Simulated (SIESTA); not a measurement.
# Worked example: self-consistent single point of CsBr (Pm-3m, 2 atoms in the cell) in SIESTA

Method: GGA PBE, numerical atomic orbitals DZP, PseudoDojo PBE standard norm-conserving potentials (rewritten from UPF to PSML) in SIESTA 5.4.2.

This input was run:

```
# files in the folder: Cs.psml Br.psml (PseudoDojo PBE standard)
SystemName  CsBr
SystemLabel CsBr

NumberOfAtoms                2
NumberOfSpecies              2
%block ChemicalSpeciesLabel
  1 55 Cs
  2 35 Br
%endblock ChemicalSpeciesLabel
LatticeConstant              1.0 Ang
%block LatticeVectors
     4.268550000    0.000000000    0.000000000
     0.000000000    4.268550000    0.000000000
     0.000000000    0.000000000    4.268550000
%endblock LatticeVectors
AtomicCoordinatesFormat      ScaledCartesian
%block AtomicCoordinatesAndAtomicSpecies
     0.000000000    0.000000000    0.000000000  1
     2.134275000    2.134275000    2.134275000  2
%endblock AtomicCoordinatesAndAtomicSpecies

XC.functional                GGA
XC.authors                   PBE
PAO.BasisSize                DZP
PAO.EnergyShift              0.01 Ry
MeshCutoff                   400 Ry
%block kgrid.MonkhorstPack
    6   0   0  0.0
    0   6   0  0.0
    0   0   6  0.0
%endblock kgrid.MonkhorstPack
OccupationFunction           FD
ElectronicTemperature        20.0 meV

MaxSCFIterations             150
SCF.Mixer.Method             Pulay
SCF.Mixer.Weight             0.1
SCF.Mixer.History            8
SCF.DM.Tolerance             1.0E-05
Diag.ParallelOverK           true
WriteForces                  true
Charge.Mulliken              end
```

Output, abridged:

```
reinit: Reading from file input.fdf

reinit: System Name: CsBr
reinit: System Label: CsBr

coor:   Atomic-coordinates input format  =     Cartesian coordinates
coor:                                          (in units of alat)

siesta: Atomic coordinates (Bohr) and species
siesta:      0.00000   0.00000   0.00000  1        1
siesta:      4.03320   4.03320   4.03320  2        2

siesta: System type = bulk

initatomlists: Number of atoms, orbitals, and projectors:      2    22    36

siesta: ******************** Simulation parameters ****************************
redata: Spin configuration                          = none
redata: Time-Reversal Symmetry                      = T
redata: Number of Atomic Species                    =        2
redata: Mesh Cutoff                                 =   400.0000 Ry
redata: Net charge of the system                    =     0.0000 |e|
redata: Min. number of SCF Iter                     =        0
redata: Max. number of SCF Iter                     =      150
redata: SCF convergence failure will abort job
redata: SCF mix quantity                            = Hamiltonian
redata: Mix DM or H after convergence               =   F
redata: Recompute H after scf cycle                 =   F
redata: Mix DM in first SCF step                    =   T
redata: No kicks to SCF
redata: DM Mixing Weight for Kicks                  =     0.5000
redata: Require Harris convergence for SCF          =   F
redata: Harris energy tolerance for SCF             =     0.000100 eV
redata: Require DM convergence for SCF              =   T
redata: DM tolerance for SCF                        =     0.000010
redata: Require EDM convergence for SCF             =   F
redata: EDM tolerance for SCF                       =     0.001000 eV
redata: Require H convergence for SCF               =   T
redata: Hamiltonian tolerance for SCF               =     0.001000 eV
redata: Require (free) Energy convergence for SCF   =   F
redata: (free) Energy tolerance for SCF             =     0.000100 eV
redata: Using DFT-D3 dispersion                     =   F
redata: Using Saved Data (generic)                  =   F
redata: Method of Calculation                       = Diagonalization
redata: Electronic Temperature                      =   232.0904 K
redata: Number of TDED substeps                     =        3
redata: Dynamics option                             = Single-point calculation
redata: Save all siesta data in one NC              =   F
redata: ***********************************************************************

%block SCF.Mixers
  Pulay
%endblock SCF.Mixers

%block SCF.Mixer.Pulay
  # Mixing method
  method pulay
  variant stable

  # Mixing options
  weight 0.1000
  weight.linear 0.1000
  history 8
%endblock SCF.Mixer.Pulay

DM_history_depth set to one: no extrapolation allowed by default for geometry relaxation
Size of DM history Fstack: 1
Total number of electrons:    16.000000
Total ionic charge:    16.000000

* ProcessorY, Blocksize:    1  23

* Orbital distribution balance (max,min):    22    22

k-point displ. along   1 input, could be:     0.00    0.50
k-point displ. along   2 input, could be:     0.00    0.50
k-point displ. along   3 input, could be:     0.00    0.50
 Kpoints in:          144 . Kpoints trimmed:          132

siesta: k-grid: Number of k-points = 132
siesta: k-points from Monkhorst-Pack grid
siesta: k-cutoff (effective) =    12.806 Ang
siesta: k-point supercell and displacements
siesta: k-grid:     6     0     0      0.000
siesta: k-grid:     0     6     0      0.000
siesta: k-grid:     0     0     6      0.000

diag: Algorithm                                     = D&C
diag: Parallel over k                               =   F
diag: Use parallel 2D distribution                  =   F
diag: Parallel block-size                           = 23
diag: Parallel distribution                         =     1 x     1
diag: Used triangular part                          = Lower
diag: Absolute tolerance                            =  0.100E-15
diag: Orthogonalization factor                      =  0.100E-05
diag: Memory factor                                 =  1.0000

superc: Internal auxiliary supercell:     5 x     5 x     5  =     125
superc: Number of atoms, orbitals, and projectors:    250   2750   4500

                        Single-point calculation

superc: Internal auxiliary supercell:     5 x     5 x     5  =     125
superc: Number of atoms, orbitals, and projectors:    250   2750   4500

outcell: Unit cell vectors (Ang):
        4.268550    0.000000    0.000000
        0.000000    4.268550    0.000000
        0.000000    0.000000    4.268550

outcell: Cell vector modules (Ang)   :    4.268550    4.268550    4.268550
outcell: Cell angles (23,13,12) (deg):     90.0000     90.0000     90.0000
outcell: Cell volume (Ang**3)        :     77.7752
new_DM -- step:     1
Initializing Density Matrix...

Attempting to read DM from file... Failed...
DM filled with atomic data:

InitMesh: MESH = 54 x 54 x 54 = 157464
InitMesh: Mesh cutoff (required, used) =   400.000   442.312 Ry

stepf: Fermi-Dirac step function

        iscf     Eharris(eV)        E_KS(eV)     FreeEng(eV)     dDmax    Ef(eV) dHmax(eV)
   scf:    1    -1066.148895    -1065.874567    -1065.874567  0.383614 -3.526040  2.451153
   scf:    2    -1066.027212    -1065.952436    -1065.952436  0.014945 -3.765794  2.082255
   scf:    3    -1066.219559    -1066.118347    -1066.118347  0.061996 -4.900935  0.375590
   scf:    4    -1066.112805    -1066.118087    -1066.118087  0.043491 -5.350727  0.378123
   scf:    5    -1066.126433    -1066.122950    -1066.122950  0.021178 -5.226534  0.054587
   scf:    6    -1066.123149    -1066.123071    -1066.123071  0.006779 -5.189754  0.002336
   scf:    7    -1066.123071    -1066.123071    -1066.123071  0.000373 -5.190537  0.003521
   scf:    8    -1066.123072    -1066.123072    -1066.123072  0.000450 -5.188179  0.000202
mix: Pulay -- inversion failed, > SVD [rank/size] 4 / 7
   scf:    9    -1066.123072    -1066.123072    -1066.123072  0.000006 -5.188233  0.000079

SCF Convergence by DM+H criterion
max |DM_out - DM_in|         :     0.0000059042
max |H_out - H_in|      (eV) :     0.0000790859
SCF cycle converged after 9 iterations

Using DM_out to compute the final energy and forces

siesta: E_KS(eV) =            -1066.1231

siesta: E_KS - E_eggbox =     -1066.1231

siesta: Atomic forces (eV/Ang):
     1    0.000000   -0.000000   -0.000000
     2    0.000000    0.000000   -0.000000
   Tot    0.000000   -0.000000   -0.000000
   Max    0.000000
   Res    0.000000    sqrt( Sum f_i^2 / 3N )
   Max    0.000000    constrained

Stress tensor Voigt[x,y,z,yz,xz,xy] (kbar):      -14.43      -14.43      -14.43        0.00       -0.00        0.00
(Free)E + p*V (eV/cell)    -1065.4227
Target enthalpy (eV/cell)    -1066.1231

siesta: Program's energy decomposition (eV):
siesta: Ebs     =      -211.311959
siesta: Eions   =      1648.478241
siesta: Ena     =       488.994214
siesta: Ekin    =       263.644533
siesta: Enl     =       149.145476
siesta: Eso     =         0.000000
siesta: Edftu   =         0.000000
siesta: DEna    =        10.683924
siesta: DUscf   =         0.381565
siesta: DUext   =         0.000000
siesta: Ex      =      -303.167670
siesta: Ec      =       -27.326875
siesta: Exc     =      -330.494544
siesta: Eharris =     -1066.123072
siesta: Etot    =     -1066.123072
siesta: FreeEng =     -1066.123072

siesta: Stress tensor (static) (eV/Ang**3):
siesta:    -0.009005    0.000000   -0.000000
siesta:     0.000000   -0.009005   -0.000000
siesta:    -0.000000    0.000000   -0.009005

siesta: Cell volume =         77.775197 Ang**3

siesta: Pressure (static):
siesta:                Solid            Molecule  Units
siesta:           0.00009808          0.00009808  Ry/Bohr**3
siesta:           0.00900542          0.00900542  eV/Ang**3
siesta:          14.42827638         14.42827638  kBar

mulliken: Atomic and Orbital Populations:

Species: Cs
Atom  Qatom  Qorb
               5s      6s      6s      5py     5pz     5px     6py     6pz
               6px
   1  8.689   1.831   0.454  -0.060   1.947   1.947   1.947   0.207   0.207
              0.207

Species: Br
Atom  Qatom  Qorb
               4s      4s      4py     4pz     4px     4py     4pz     4px
               4Pdxy   4Pdyz   4Pdz2   4Pdxz   4Pdx2-y2
   2  7.311   1.798   0.050   1.926   1.926   1.926  -0.111  -0.111  -0.111
              0.004   0.004   0.002   0.004   0.002

mulliken: Qtot =       16.000

Mulliken Atomic Populations:
Atom #   charge [q] valence [e]  Species
     1     0.310704    8.689296  Cs
     2    -0.310704    7.310704  Br
 Total     0.000000
```

The run converged in 9 iterations.

The starting cell has typed, rounded lattice constants, without a prior relaxation at this level. Its lattice was rescaled by up to half a per cent. Values carry the incompleteness of an atom-centred basis.

Cost on one core of a shared machine: roughly 30 s.
